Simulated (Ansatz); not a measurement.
## MgO2 in Ansatz: the effect of functional

The system is MgO2.

```
Mg O
1.0
     1.59399    0.92029    3.47053
    -1.59399    0.92029    3.47053
     0.00000   -1.84058    3.47053
Mg O
1 2
Direct
  0.00000 0.00000 0.00000
  0.57121 0.57121 0.57121
  0.42879 0.42879 0.42879
```

The cell comes from a database or a generator and needn't be the stable form of this composition.

The cell isn't the ideal one: volume scaled by 0.98.

Alike in all runs:

| Item | Value |
| --- | --- |
| Program | Ansatz 0.2.0 |
| Task | single point |
| Potentials or basis | Ansatz PAW |
| k mesh | 10 × 10 × 10 |
| Occupations | fermi-dirac, width 0.05 eV |
| Spin | no spin polarisation |

| functional | cutoff | gap on the mesh (eV) | pressure (GPa) | largest force (eV/Å) |
| --- | --- | --- | --- | --- |
| LDA | 420 eV (not typed: the program's choice for these potentials) | ? | ? | ? |
| PBEsol | 420 eV (not typed: the program's choice for these potentials) | 2.36 | -2.3 | 0.21 |
| r2SCAN | 500 eV (not typed: the program's choice for these potentials) | 3.08 | -2.8 | 0.12 |

Question: What does the run with functional LDA give?

Answer: gap on the mesh 2.31 eV; pressure -7.8 GPa; largest force 0.36 eV/Å.

Caveats: the PAW data sets come from PBE, with cores solved anew for the run's functional, which leaves a small shift of forces and pressure.

A k mesh can miss the band edges.

Runs at the PBE level aren't shown here.
